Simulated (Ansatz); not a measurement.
## LiF and its competing phases

These are results of Ansatz 0.2.0, DFT PBE, scalar-relativistic, plane waves, PAW, not measurements. Settings: cutoff 420 eV, Γ-centred meshes spaced at most about 0.3 Å⁻¹ (2π included), Gaussian smearing. No spin polarisation.

Formation energies are uncorrected and refer to the elements' standard structures at the same level (F₂ as a molecule).

All energies are static (0 K, no zero-point motion).

The competitors are the elements and 1 reference phase of this chemical system (from databases or known types: LiF), relaxed at the same level; other known phases may be missing.

The candidate was reached from: 5-connected net, two elements spread over the vertices, changed on relaxing.

```cif
data_structure
_symmetry_space_group_name_H-M 'P 1'
_symmetry_Int_Tables_number 1
_cell_length_a 5.3838
_cell_length_b 5.3838
_cell_length_c 2.8213
_cell_angle_alpha 90.000
_cell_angle_beta 90.000
_cell_angle_gamma 90.000
_cell_volume 81.78
loop_
_atom_site_label
_atom_site_type_symbol
_atom_site_fract_x
_atom_site_fract_y
_atom_site_fract_z
_atom_site_occupancy
Li1 Li 0.66329 0.33671 0.25000 1
Li2 Li 0.33671 0.66329 0.75000 1
Li3 Li 0.16329 0.16329 0.00000 1
Li4 Li 0.83671 0.83671 0.50000 1
F1 F 0.83117 0.16883 0.75000 1
F2 F 0.16883 0.83117 0.25000 1
F3 F 0.33117 0.33117 0.50000 1
F4 F 0.66883 0.66883 0.00000 1
```

Q: Where does it stand against these competitors?

A: Not the lowest form: another structure of the same formula lies lower. Its formation energy is -2.893 eV/atom. The lowest competing phase at this composition is this:

| phase | space group | source | share of atoms | ΔE_f (eV/atom) |
| --- | --- | --- | --- | --- |
| LiF | P6_3mc (No. 186) | Materials Project | 1.0000 | -2.953 |

The candidate lies 60 meV/atom above this phase. The candidate matches no cell in the subsets of the Crystallography Open Database and the Materials Project at hand. Checks: imaginary modes on a 1×1×4 q mesh (to 75i cm⁻¹). So it is a saddle point, neither stable nor metastable. The Crystallography Open Database lists this formula in another space group (No. 225).
